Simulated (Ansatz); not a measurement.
CeO₂, relaxed from a CdCl2-type start to space group Fm-3m (read at 0.02 Å)

Method: PBE, scalar-relativistic; no spin polarisation; PAW, 420 eV, 10×10×10 k-mesh, Gaussian smearing of 0.05 eV; code Ansatz; PAW files: Ansatz's generated set soft_2.

```
Ce O
1.0
     1.93162    1.11522    3.15555
    -1.93162    1.11522    3.15555
     0.00000   -2.23045    3.15555
Ce O
1 2
Direct
  0.00000 0.00000 0.00000
  0.24999 0.24999 0.24999
  0.75001 0.75001 0.75001
```

The start was a prototype's sites filled with these elements; the Crystallography Open Database holds the compound in this structure.

The run above is the reference. The same cell was run again with other input settings; several of them aren't fit for production, so the rows show the settings' effect and aren't properties of the material.

```tsv
keys changed	outcome	ΔE (meV/atom)	P (GPa)	gap on the mesh (eV)	cell moment (μB)	largest force component (eV/Å)	SCF iterations	rough core-seconds	new warnings
none (reference)	converged	0.0	0.0	1.92	–	0.000	–	–	–
basis.ecutrho_ratio: 4 → 8; hamiltonian.xc: "pbe" → "rpbe"	converged	–	3.9	1.93	–	0.000	7	4	–
basis.ecutwfc: 420 → "44.1 Ry"	converged	-3.9	0.0	1.92	–	0.000	7	7	–
hamiltonian.xc: "pbe" → "lda"	converged	–	-10.6	1.88	–	0.000	9	5	–
hamiltonian.xc: "pbe" → "revpbe"	converged	–	2.8	1.93	–	0.000	7	4	–
scf.algorithm: "direct_min"	converged	0.0	0.0	1.92	–	0.000	6	14	–
scf.occupations.method: "gaussian" → "cold"; scf.occupations.width: 0.05 → 0.15	converged	0.0	0.0	1.92	–	0.000	11	6	–
```

ΔE is the energy with the smearing extrapolated to zero. It is left out where the change alters the Hamiltonian or the spin treatment. The varied runs start from atomic densities (corrected by the program's trained start where that serves), with the default search for lower states unless a row changes it.

What happens with these changes: hamiltonian.xc: "pbe" → "r2scan"?

outcome converged, P (GPa) -2.7, gap on the mesh (eV) 2.18, largest force component (eV/Å) 0.000, SCF iterations 14, rough core-seconds 23, new warnings cutoff below recommended.

What happens with these changes: hamiltonian.hubbard: {"sites": [{"species": "Ce", "l": "f", "u_eff": 1.0}], "double_counting": "amf"}?

outcome converged, P (GPa) 0.0, gap on the mesh (eV) 1.92, largest force component (eV/Å) 0.000, SCF iterations 20, rough core-seconds 15.

Changing scf.algorithm only steers the path to self-consistency, so the energy stays within 0.5 meV/atom.

1 further run (cut off, refused for memory, with changed atoms or starts, or in doubt) is left out.

Of the reference: These numbers lack spin–orbit coupling.
